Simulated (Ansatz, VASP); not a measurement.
One calculation of W, two programs

```
W
1.0
    -1.59186    1.59186    1.59186
     1.59186   -1.59186    1.59186
     1.59186    1.59186   -1.59186
W
1
Direct
  0.00000 0.00000 0.00000
```

Alike in both runs: functional PBE; k mesh 18 × 18 × 18; occupations gaussian, width 0.1 eV; no spin polarisation.

Ansatz relaxed the structure, and its values are those at the end. VASP's run is a single point on that final structure, the one shown.

|  | VASP | Ansatz |
| --- | --- | --- |
| version | VASP 6.6.1 | Ansatz 0.2.0 |
| potentials or method | VASP PAW PBE potentials, release 64 (W_sv) | scalar-relativistic, plane waves, PAW |
| plane-wave cutoff (eV) | 520 | 420 |
| valence electrons in the cell | 14 | 14 |

```csv
,VASP,Ansatz,Ansatz less VASP
gap on the k mesh at the Fermi level (eV),none,none,-
pressure (GPa),0.5,0.0,-0.46
```

A gap of «none» marks a metal or a gap that the smearing closes. With one functional, cell and mesh, what is left measures potentials, basis and numerics.

The runs have no spin-orbit coupling, so splittings on W are missing.
